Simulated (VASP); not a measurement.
Sn, 2 atoms in the cell. The structure is tetragonal, space group I4_1/amd (No. 141). The conventional cell has a = 5.839 Å, b = 5.839 Å, c = 3.188 Å, α = 90.00°, β = 90.00°, γ = 90.00°. Sn (site symmetry -4m2) has 6 Sn at 3.03 to 3.19 Å as nearest neighbours. 

* Program: VASP 6.6.1
* Task: relaxation of cell and atoms
* Functional: PBE
* Potentials or basis: VASP PAW PBE potentials, release 64 (Sn_d)
* Cutoff: 600 eV
* k mesh: 12 × 12 × 12
* Occupations: gaussian, width 0.03 eV
* Spin: no spin polarisation
* Target pressure: 10.9 GPa
* Further INCAR settings: ALGO = Normal; EDIFF = 1e-06; IBRION = 2; EDIFFG = -0.01; NSW = 90; ISIF = 3
* Target pressure: 10.9 GPa

Potentials or basis: VASP PAW PBE potentials, release 64 (Sn_d).

Run with:

```console
$ cat potpaw_PBE.64/Sn_d/POTCAR > POTCAR
$ mpirun -np 1 vasp_std > vasp.out
```

Hardware: 1 thread of Intel(R) Xeon(R) 6975P-C (Granite Rapids), with other jobs on the host.

Question: Estimate the wall time of this run.

Answer: It took 6.5 min on 1 thread of Intel(R) Xeon(R) 6975P-C (Granite Rapids), with other jobs on the host, peak memory 0.32 GiB. Counts: scf iterations 61, k points 163, ion steps 9.
